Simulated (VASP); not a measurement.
A run of VASP 6.6.1:

The input POSCAR:

```
Ge                                      
1.0
    3.9800963211     -0.0000000000      0.0000000000
   -1.9900481605      3.4468645262      0.0000000000
    0.0000000000      0.0000000000     16.6800000000
  Ge            
     2
Direct
     0.3333330000000032    0.6666669999999968    0.4811730767343252
     0.6666669999999968    0.3333330000000032    0.5188269232656748
```

Contents of INCAR.step1:

```
SYSTEM = Ge
  PREC = Accurate
  ENCUT = 520
  EDIFF = 1E-5
  ISMEAR = 0
  SIGMA = 0.03
  LREAL = .False.
  LASPH = .True.
  NELM = 80
  ALGO = Normal
  ISIF = 2
  LWAVE = .True.
  LDIPOL = .True.
  IDIPOL = 3
  DIPOL = 0.5 0.5 0.500
  GGA = PE
  KPAR = 4
```

Contents of INCAR.step2:

```
SYSTEM = Ge
  PREC = Accurate
  ENCUT = 520
  EDIFF = 1E-7
  ISMEAR = 0
  SIGMA = 0.03
  LREAL = .False.
  LASPH = .True.
  NELM = 80
  ALGO = Normal
  ISIF = 2
  LWAVE = .False.
  LCHARG = .True.
  LDIPOL = .True.
  IDIPOL = 3
  DIPOL = 0.5 0.5 0.500
  GGA = PE
  LHFCALC = .True.
  HFSCREEN = 0.2
  PRECFOCK = Fast
  LVHAR = .True.
  LVACPOTAV = .True.
  ISTART = 1
  KPAR = 4
```

File KPOINTS:

```
regular mesh
0
Gamma
  6 6 1
  0 0 0
```

Potentials or basis: VASP PAW PBE potentials, release 64 (Ge_d).

Launch:

```bash
$ cat potpaw_PBE.64/Ge_d/POTCAR > POTCAR
$ cp INCAR.step1 INCAR
$ mpirun -np 4 vasp_std > vasp.out
$ cp INCAR.step2 INCAR
$ mpirun -np 4 vasp_std > vasp.out
```

Hardware: 4 MPI ranks on Intel(R) Xeon(R) 6975P-C (Granite Rapids), on a shared host.

Question: Estimate the wall time of this run.

Answer: It took 6.4 min on 4 MPI ranks on Intel(R) Xeon(R) 6975P-C (Granite Rapids), on a shared host, peak memory 0.43 GiB a rank. Counts: scf iterations 77, k points 7.
